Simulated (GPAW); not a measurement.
A run of GPAW 26.7.0:

The input run.py:

```python
from ase.io import read
from gpaw import PW
from gpaw.dft import DFT

atoms = read('HfO2.xyz')

dft = DFT(atoms,
          mode=PW(800),
          xc='PBE',
          kpts={'size': (9, 9, 9), 'gamma': True},
          occupations={'name': 'fermi-dirac', 'width': 0.05},
          nbands=24,
          convergence={'density': 1e-05, 'energy': 1e-05},
          maxiter=150,
          txt='gpaw.txt')
print(f'Energy: {dft.calculate_energy():.6f} eV')
print('Forces (eV/A):')
print(dft.calculate_forces().round(4))
print('Stress (eV/A^3):', dft.calculate_stress().round(6))
dft.write_gpw_file('gs.gpw')
```

File HfO2.xyz:

```xyz
3
Lattice="0.0000000000 2.5575000000 2.5575000000 2.5575000000 0.0000000000 2.5575000000 2.5575000000 2.5575000000 0.0000000000" Properties=species:S:1:pos:R:3 pbc="T T T"
Hf     0.0000000000      0.0000000000      0.0000000000
O      3.8362500000      3.8362500000      3.8362500000
O      1.2787500000      1.2787500000      1.2787500000
```

Potentials or basis: GPAW PAW data sets (gpaw-data 1.2.1), pw.

The run is started by

```bash
$ OMP_NUM_THREADS=1 python run.py
```

Hardware: 1 thread of Arm Neoverse V2, on a shared host.

Problem. Estimate the wall time of this run.

Solution. It took 25 s on 1 thread of Arm Neoverse V2, with other jobs on the host, peak memory 0.18 GiB. Counts: scf iterations 10, plane waves 1759, bands 24, k points 35.
